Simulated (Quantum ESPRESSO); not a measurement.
# HfC (Fm-3m) in Quantum ESPRESSO: notebook, part 2 of 3

Quantum ESPRESSO 7.5. The steps go on from the part before.

### 3 Single point, PBE+U

File pw.in:

```
&CONTROL
  calculation = 'scf'
  prefix = 'pwscf'
  outdir = './tmp'
  pseudo_dir = './pseudo'
  tprnfor = .true.
  tstress = .true.
  disk_io = 'nowf'
/
&SYSTEM
  ibrav = 0
  A = 3.28804653
  nat = 2
  ntyp = 2
  ecutwfc = 60
  ecutrho = 440
  nbnd = 17
  occupations = 'smearing'
  smearing = 'fd'
  degauss = 0.00367493
/
&ELECTRONS
  conv_thr = 4d-10
  electron_maxstep = 120
  mixing_beta = 0.3
/
ATOMIC_SPECIES
Hf   178.4900 Hf-sp.oncvpsp.upf
C     12.0110 C.pbe-n-kjpaw_psl.1.0.0.UPF
CELL_PARAMETERS alat
   0.0000000000    0.7071067817    0.7071067817
   0.7071067817    0.0000000000    0.7071067817
   0.7071067817    0.7071067817    0.0000000000
ATOMIC_POSITIONS alat
Hf     0.7071067817    0.7071067817    0.7071067817
C      0.0000000000    0.0000000000    0.0000000000
K_POINTS automatic
10 10 10 0 0 0
HUBBARD {ortho-atomic}
U Hf-5d 1.0
```

Potentials or basis: SSSP 1.3 efficiency PBE.

The run is started by

```sh
> OMP_NUM_THREADS=1 pw.x -in pw.in > pw.out
```

pw.out:

```text
This program is part of the open-source Quantum ESPRESSO suite
     for quantum simulation of materials; please cite
         "P. Giannozzi et al., J. Phys.:Condens. Matter 21 395502 (2009);
         "P. Giannozzi et al., J. Phys.:Condens. Matter 29 465901 (2017);
         "P. Giannozzi et al., J. Chem. Phys. 152 154105 (2020);
     in publications or presentations arising from this work. More details at

     file C.pbe-n-kjpaw_psl.1.0.0.UPF: wavefunction(s)  2S 2P renormalized
     Message from routine setup:
     using ibrav=0 with symmetry is DISCOURAGED, use correct ibrav instead

     G-vector sticks info
     --------------------
     sticks:   dense  smooth     PW     G-vecs:    dense   smooth      PW
     Sum        1159     649    199                26469    10777    1893

     Using Slab Decomposition

     bravais-lattice index     =            0
     lattice parameter (alat)  =       6.2135  a.u.
     unit-cell volume          =     169.6272 (a.u.)^3
     number of atoms/cell      =            2
     number of atomic types    =            2
     number of electrons       =        16.00
     number of Kohn-Sham states=           17
     kinetic-energy cutoff     =      60.0000  Ry
     charge density cutoff     =     440.0000  Ry
     scf convergence threshold =      4.0E-10
     mixing beta               =       0.3000
     number of iterations used =            8  plain     mixing
     Exchange-correlation= SLA  PW   PBX  PBC
                           (   1   4   3   4   0   0   0)
     Hubbard projectors: ortho-atomic
     Hubbard parameters of DFT+U (Dudarev formulation) in eV:
     U(Hf-5d) =  1.0000

     Internal variables: lda_plus_u =T, lda_plus_u_kind = 0

     Internal variables: orbital_resolved =F, hub_pot_fix =F, apply_U = F

     celldm(1)=   6.213507  celldm(2)=   0.000000  celldm(3)=   0.000000
     celldm(4)=   0.000000  celldm(5)=   0.000000  celldm(6)=   0.000000

     crystal axes: (cart. coord. in units of alat)
               a(1) = (   0.000000   0.707107   0.707107 )
               a(2) = (   0.707107   0.000000   0.707107 )
               a(3) = (   0.707107   0.707107   0.000000 )

     reciprocal axes: (cart. coord. in units 2 pi/alat)
               b(1) = ( -0.707107  0.707107  0.707107 )
               b(2) = (  0.707107 -0.707107  0.707107 )
               b(3) = (  0.707107  0.707107 -0.707107 )

     PseudoPot. # 1 for Hf read from file:
     Hf-sp.oncvpsp.upf
     Pseudo is Norm-conserving + core correction, Zval = 12.0
     Generated using ONCVPSP code by D. R. Hamann
     Using radial grid of 1656 points,  8 beta functions with:
                l(1) =   0
                l(2) =   0
                l(3) =   1
                l(4) =   1
                l(5) =   2
                l(6) =   2
                l(7) =   3
                l(8) =   3

     PseudoPot. # 2 for C  read from file:
     C.pbe-n-kjpaw_psl.1.0.0.UPF
     Pseudo is Projector augmented-wave + core cor, Zval =  4.0
     Generated using "atomic" code by A. Dal Corso  v.5.1
     Shape of augmentation charge: PSQ
     Using radial grid of 1073 points,  4 beta functions with:
                l(1) =   0
                l(2) =   0
                l(3) =   1
                l(4) =   1
     Q(r) pseudized with 0 coefficients

     atomic species   valence    mass     pseudopotential
     Hf               12.00   178.49000     Hf( 1.00)
     C                 4.00    12.01100     C ( 1.00)

     48 Sym. Ops., with inversion, found

   Cartesian axes

     site n.     atom                  positions (alat units)
         1        Hf     tau(   1) = (   0.7071068   0.7071068   0.7071068  )
         2        C      tau(   2) = (   0.0000000   0.0000000   0.0000000  )

     number of k points=    47  Fermi-Dirac smearing, width (Ry)=  0.0037
                       cart. coord. in units 2pi/alat
        k(    1) = (   0.0000000   0.0000000   0.0000000), wk =   0.0020000
        k(    2) = (   0.0707107   0.0707107  -0.0707107), wk =   0.0160000
        k(    3) = (   0.1414214   0.1414214  -0.1414214), wk =   0.0160000
        k(    4) = (   0.2121320   0.2121320  -0.2121320), wk =   0.0160000
        k(    5) = (   0.2828427   0.2828427  -0.2828427), wk =   0.0160000
        k(    6) = (  -0.3535534  -0.3535534   0.3535534), wk =   0.0080000
[... 39 lines left out ...]
        k(   46) = (  -0.0707107  -0.3535534   0.6363961), wk =   0.0480000
        k(   47) = (  -0.7071068   0.2828427   0.0000000), wk =   0.0240000

     Dense  grid:    26469 G-vectors     FFT dimensions: (  45,  45,  45)

     Smooth grid:    10777 G-vectors     FFT dimensions: (  32,  32,  32)

     Initial potential from superposition of free atoms

     starting charge      15.9981, renormalised to      16.0000

     STARTING HUBBARD OCCUPATIONS:

     =================== HUBBARD OCCUPATIONS ===================
     ------------------------ ATOM    1 ------------------------
     Tr[ns(  1)] =   2.00000
     eigenvalues:
       0.200  0.200  0.200  0.200  0.200
     eigenvectors (columns):
       1.000  0.000  0.000  0.000  0.000
       0.000  1.000  0.000  0.000  0.000
       0.000  0.000  1.000  0.000  0.000
       0.000  0.000  0.000  1.000  0.000
       0.000  0.000  0.000  0.000  1.000
     occupation matrix ns (before diag.):
       0.200  0.000  0.000  0.000  0.000
       0.000  0.200  0.000  0.000  0.000
       0.000  0.000  0.200  0.000  0.000
       0.000  0.000  0.000  0.200  0.000
       0.000  0.000  0.000  0.000  0.200

     Number of occupied Hubbard levels =    2.0000

     Atomic wfc used for Hubbard projectors are orthogonalized

     Starting wfcs are   14 randomized atomic wfcs +    3 random wfcs

     Self-consistent Calculation

     iteration #  1     ecut=    60.00 Ry     beta= 0.30
     Davidson diagonalization with overlap
     ethr =  1.00E-02,  avg # of iterations =  5.4

     =================== HUBBARD OCCUPATIONS ===================
     ------------------------ ATOM    1 ------------------------
     Tr[ns(  1)] =   1.94879
     eigenvalues:
       0.142  0.142  0.142  0.275  0.275
     eigenvectors (columns):
      -0.000 -0.000  0.000  0.063 -0.998
      -0.221  0.228  0.948  0.000  0.000
      -0.631  0.708 -0.318  0.000  0.000
       0.000  0.000 -0.000  0.998  0.063
       0.744  0.668  0.013 -0.000 -0.000
     occupation matrix ns (before diag.):
       0.275 -0.000 -0.000  0.000  0.000
      -0.000  0.142 -0.000  0.000  0.000
      -0.000 -0.000  0.142  0.000  0.000
       0.000  0.000  0.000  0.275 -0.000
       0.000  0.000  0.000 -0.000  0.142
[... 59 lines left out ...]
     total energy              =    -131.33571426 Ry
     estimated scf accuracy    <          2.0E-09 Ry

     iteration # 10     ecut=    60.00 Ry     beta= 0.30
     Davidson diagonalization with overlap
     ethr =  1.24E-11,  avg # of iterations =  2.0

     End of self-consistent calculation

     =================== HUBBARD OCCUPATIONS ===================
     ------------------------ ATOM    1 ------------------------
     Tr[ns(  1)] =   2.80163
     eigenvalues:
       0.233  0.233  0.233  0.351  0.351
     eigenvectors (columns):
      -0.000 -0.000 -0.000  0.035 -0.999
      -0.263 -0.962  0.079 -0.000  0.000
      -0.618  0.231  0.752 -0.000  0.000
       0.000  0.000  0.000 -0.999 -0.035
       0.741 -0.149  0.654  0.000 -0.000
     occupation matrix ns (before diag.):
       0.351 -0.000 -0.000  0.000  0.000
      -0.000  0.233 -0.000  0.000  0.000
      -0.000 -0.000  0.233  0.000  0.000
       0.000  0.000  0.000  0.351 -0.000
       0.000  0.000  0.000 -0.000  0.233

     Number of occupied Hubbard levels =    2.8016

          k = 0.0000 0.0000 0.0000 (  1363 PWs)   bands (ev):

   -45.7557 -14.1863 -14.1863 -14.1863   3.1637  16.5350  16.5350  16.5350
    17.0540  17.0540  17.0540  18.9295  18.9295  22.2724  26.3969  39.7482
    39.7483

          k = 0.0707 0.0707-0.0707 (  1345 PWs)   bands (ev):

   -45.7518 -14.2545 -14.1929 -14.1929   3.4136  15.2071  15.5641  15.5641
    17.4474  17.4474  17.7746  20.0224  20.0224  22.8264  27.0802  37.0149
    38.1782
[... 169 lines left out ...]
          k =-0.7071 0.0000 0.0000 (  1338 PWs)   bands (ev):

   -45.6995 -14.7773 -14.4172 -14.4172   5.1432  12.8618  13.8972  15.4064
    15.4064  20.8453  22.3917  22.3917  23.8324  24.8008  27.8651  33.6751
    33.6751

          k = 0.2828 0.1414 0.0000 (  1340 PWs)   bands (ev):

   -45.7322 -14.4864 -14.2925 -14.2309   4.5928  12.3222  14.1584  14.2329
    17.0574  19.7813  19.8395  20.7634  23.1106  25.7667  29.8539  31.5044
    34.6097

          k = 0.3536 0.2121-0.0707 (  1331 PWs)   bands (ev):

   -45.7195 -14.6286 -14.3429 -14.2527   5.3972  11.3777  13.2653  13.6357
    17.7462  20.2773  20.9630  22.0524  24.3301  26.4950  29.4531  30.5872
    33.0228
[... 79 lines left out ...]
          k =-0.7071 0.2828 0.0000 (  1330 PWs)   bands (ev):

   -45.7016 -14.6520 -14.5413 -14.4269   5.8001  12.7492  12.8023  12.9485
    18.2511  20.2748  22.4044  22.4228  23.8353  27.9443  28.9626  30.5594
    32.4653

     the Fermi energy is    15.6019 ev

!    total energy              =    -131.33571426 Ry
     estimated scf accuracy    <          2.5E-10 Ry
     smearing contrib. (-TS)   =      -0.00020031 Ry
     internal energy E=F+TS    =    -131.33551394 Ry

     The total energy is F=E-TS. E is the sum of the following terms:
     one-electron contribution =      -9.76233982 Ry
     hartree contribution      =      13.13887755 Ry
     xc contribution           =     -33.22643837 Ry
     ewald contribution        =     -95.38758228 Ry
     Hubbard energy            =       0.07286798 Ry
     one-center paw contrib.   =      -6.17089900 Ry

     convergence has been achieved in  10 iterations

     Forces acting on atoms (cartesian axes, Ry/au):

     atom    1 type  1   force =    -0.00000000    0.00000000    0.00000000
     atom    2 type  2   force =     0.00000000   -0.00000000   -0.00000000

     Total force =     0.000000     Total SCF correction =     0.000000

     Computing stress (Cartesian axis) and pressure

          total   stress  (Ry/bohr**3)                   (kbar)     P=       20.01
   0.00013605  -0.00000000  -0.00000000           20.01       -0.00       -0.00
  -0.00000000   0.00013605  -0.00000000           -0.00       20.01       -0.00
  -0.00000000  -0.00000000   0.00013605           -0.00       -0.00       20.01

=------------------------------------------------------------------------------=
   JOB DONE.
=------------------------------------------------------------------------------=
```

Wall time 15 s (1 thread of Arm Neoverse V2, shared host); peak memory 0.1 GiB.

What came out:

| Quantity | Value |
| --- | --- |
| Free energy | -1786.9134 eV |
| Pressure | 2.0 GPa |
| Band gap on the k mesh | none (metal or under the smearing width) |

Levels at points of the mesh, in eV from the Fermi level:
```
             k point  band 4  band 5  band 6  band 7  band 8  band 9  band 10  band 11  band 12  band 13
  (0.00, 0.00, 0.00)  -29.79  -12.44    0.93    0.93    0.93    1.45     1.45     1.45     3.33     3.33
 (0.00, 0.00, -0.50)  -29.86   -8.66   -6.19   -3.05   -3.05    5.36     5.36     5.75     6.39    11.31
(0.00, -0.50, -0.50)  -30.02  -10.46   -2.74   -1.70   -0.20   -0.20     5.24     6.79     6.79     8.23
```

Eigenvalues of the final occupation matrices:
```
   site  spin  trace               eigenvalues
Hf 1 5d  each   1.40  0.23 0.23 0.23 0.35 0.35
```

Caveat: U without spin polarisation on a metal has little footing; the U is typed as a test and isn't derived for this compound. Spin-orbit coupling is left out, which matters for the levels of Hf.

### 4 Single point, PBE+U

Edit pw.in of step 3 so:

```diff
@@ -39,2 +39,2 @@
 HUBBARD {ortho-atomic}
-U Hf-5d 1.0
+U Hf-5d 2.0
```

The run is started by

```sh
> OMP_NUM_THREADS=1 pw.x -in pw.in > pw.out
```

It took 15 s on 1 thread of Arm Neoverse V2, shared host; peak memory 0.1 GiB.

The run converged. Its results:

* Free energy: -1785.9283 eV
* Pressure: 3.6 GPa
* Band gap on the k mesh: none (metal or under the smearing width)

Levels at points of the mesh, in eV from the Fermi level:
```csv
k point,band 5,band 6,band 7,band 8,band 9,band 10,band 11,band 12
"(0.00, 0.00, 0.00)",-12.52,0.89,0.89,0.89,1.56,1.56,1.56,3.30
"(0.00, 0.00, -0.50)",-8.72,-6.20,-3.06,-3.06,5.44,5.44,5.77,6.25
"(0.00, -0.50, -0.50)",-10.45,-2.84,-1.59,-0.26,-0.26,5.21,6.88,6.88
```

Eigenvalues of the final occupation matrices:
```
   site  spin  trace               eigenvalues
Hf 1 5d  each   1.38  0.22 0.22 0.22 0.35 0.35
```

Caveat: U without spin polarisation on a metal has little footing; the U is typed as a test and isn't derived for this compound. The run has no spin-orbit coupling, so splittings on Hf are missing.

[end of part 2 of 3]
